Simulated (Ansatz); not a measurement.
## Relaxed lattice of CoO against the k-mesh

Method: Ansatz 0.2.0, DFT PBEsol, scalar-relativistic, plane waves, PAW. Each run relaxes cell and atoms to zero pressure from this start:

```
Co O
1.0
    -1.50800    1.50800    2.10725
     1.50800   -1.50800    2.10725
     1.50800    1.50800   -2.10725
Co O
1 1
Direct
  0.00000 0.00000 0.00000
  0.50000 0.50000 0.00000
```

The plane-wave cutoff is 420 eV, the occupation rule is Gaussian smearing, 0.1 eV and the list of starting moments (μB, in atom order) is 2.74 0.38. The check for lower electronic states after the SCF is on.

Lengths are those of the conventional cell, space group Fm-3m.

```
  k-mesh a (Å) volume (Å³/atom) gap on mesh (eV)
   4×4×4  4.132              8.82             metal
   6×6×6  4.161              9.01             metal
   8×8×8  4.172              9.08             metal
20×20×20  4.167              9.05             metal
```

Problem. What does 10×10×10 give?

Solution. It gives:

```
  k-mesh a (Å) volume (Å³/atom) gap on mesh (eV)
10×10×10  4.173              9.08             metal
```

Cost: 5 runs of about 17 core-minutes in all, on Intel Xeon Processor @ 2.50GHz (Skylake/Cascade Lake) (shared hosts).